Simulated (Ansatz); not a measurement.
**Si2Mo: stiffness from a series of strains**

```
CELL_PARAMETERS angstrom
-1.60000 1.60000 3.93050
1.60000 -1.60000 3.93050
1.60000 1.60000 -3.93050
ATOMIC_POSITIONS crystal
Si 0.33300 0.33300 0.00000
Si 0.66700 0.66700 0.00000
Mo 0.00000 0.00000 0.00000
```

Atom numbers follow the list: Si1, Si2, Mo3.

The cell is COD entry 1010282, as deposited and not checked against the literature; nothing was relaxed. It is an old determination, and later ones may differ.

All numbers below come from DFT, PBE, all-electron LAPW, scalar-relativistic (Ansatz 0.2.0).

Numerical set-up: a Γ-centred 12×12×16 k mesh, Fermi–Dirac smearing of 0.03 eV, basis error target 1 meV/atom, no spin polarisation; this mesh doesn't keep the crystal's whole symmetry, which leaves small spurious terms.

The strain is applied along the Cartesian axes of the cell as listed (the other components stay zero). Fractional coordinates are held (clamped ions).

σ is the change of stress from the unstrained cell, which is at 2.26 GPa; tension is positive, so slopes are stress–strain coefficients at that pressure. In a metal the k mesh adds noise.

Only quantities that a quadratic follows smoothly over the whole series are listed; rougher ones are left out.

```csv
εzz,σzz (GPa),σxx (GPa)
-0.0300,-17.60,-3.17
-0.0200,-11.23,-2.06
0.0000,0.00,0.00
0.0100,4.94,0.95
0.0200,9.45,1.86
0.0300,13.57,2.72
```

(1) Fit the series and read off the stiffness at zero strain.

(2) One run, at εzz = -0.0100, is withheld. Predict its row.

## Answers

(1) Least-squares fits y = p0 + p1 x + p2 x² to the rows give σzz (GPa): p1 = 519, p2 = -2200; σxx (GPa): p1 = 98.1, p2 = -250. So C33 = 519 GPa and C13 = 98 GPa, for these axes.

(2) The fits give -5.42, -1.01; the run gave -5.38, -1.00.
